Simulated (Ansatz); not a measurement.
Crystal: CuO.

```
CELL_PARAMETERS angstrom
0.00000 2.11656 2.11656
2.11656 0.00000 2.11656
2.11656 2.11656 0.00000
ATOMIC_POSITIONS crystal
Cu 0.02950 0.02810 0.90803
O 0.47050 0.47190 0.59197
```

The cell comes from a database or a generator and needn't be the stable form of this composition.

Program: Ansatz 0.2.0. Alike in all runs: potentials or basis Ansatz PAW; no spin polarisation; cell as given; k mesh 11 × 11 × 11; smearing fermi-dirac 0.05 eV.

Problem. Order these runs on this cell by their pressure, lowest first.
A. level LDA; cutoff (eV) 420
B. level PBEsol; cutoff (eV) 420; points for each segment of the path 14
C. level r2SCAN; cutoff (eV) 500; points for each segment of the path 14
D. level LDA+U; U Cu d U = 5.3 eV; cutoff (eV) 420; points for each segment of the path 14; hubbard projectors ortho-atomic (the default); double counting fll (the default)
E. level BLYP; cutoff (eV) 420; points for each segment of the path 14

Solution. A (1.5 GPa), D (4.4 GPa), B (9.1 GPa), C (11.0 GPa), E (26.0 GPa).

Caveats: an odd number of electrons without spin polarisation forces a metal; a magnetic or distorted state may lie lower; the run has no spin polarisation, though such a crystal can be magnetic; the PAW data sets come from PBE, with cores solved anew for the run's functional, which leaves a small shift of forces and pressure; the potentials were made for another functional, which shifts forces and pressure (some runs); so large a pressure means that the cell lies far from this level's equilibrium, or that cutoff or potentials fall short (some runs).

Not every run made on this cell is shown here.
